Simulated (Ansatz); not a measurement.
**What a trial cell of MoS relaxes into**

The calculation used Ansatz, DFT PBE, scalar-relativistic, plane waves, PAW. Cutoff 420 eV, Γ-centred k mesh, Gaussian smearing, collinear spin, first started from parallel moments.

MoS was placed on the rock salt structure type (Fm-3m, No. 225), with Mo in place of Na, S in place of Cl, at a guessed volume.

```
CELL_PARAMETERS angstrom
0.00000 2.62864 2.62864
2.62864 0.00000 2.62864
2.62864 2.62864 0.00000
ATOMIC_POSITIONS crystal
Mo 0.00000 0.00000 0.00000
S 0.50000 0.50000 0.50000
```

Cell and atoms relax at zero pressure; the relaxation can't lower the symmetry of the start. After a coarse first stage the cell is made exact in the group found at 0.06 Å.

Formation energies are uncorrected and refer to the elements' standard structures at the same level.

Question: What does it relax into?

Answer: It keeps Fm-3m (No. 225). The result has the rock salt structure. Conventional cell: a = 4.956 Å. Mo has 6 S at 2.48 Å; S is coordinated by 6 Mo at 2.48 Å.

```xyz
2
Lattice="0.0000 2.4781 2.4781 2.4781 0.0000 2.4781 2.4781 2.4781 0.0000" Properties=species:S:1:pos:R:3 pbc="T T T"
Mo    0.0000    0.0000    0.0000
S     2.4781    2.4781    2.4781
```

Question: What are its volume, energy, gap and moment?

Answer: The volume per atom is 15.22 Å³ and the density is 6.98 g/cm³. The energy over the elements is 0.21 eV/atom and the gap on the 20×20×20 mesh is 0 eV (a metal). The net moment per atom is 0.00 μB and the largest site moment is 0.00 μB.

The final run used a 20×20×20 mesh on its 2-atom cell and 0.10 eV smearing. For metals, differences of a few meV/atom aren't resolved. A structure relaxed within its symmetry needn't be a true minimum.

Cost: 3 runs of about 1.3 core-minutes in all, on Intel Xeon Platinum 8259CL (Skylake/Cascade Lake) (shared hosts).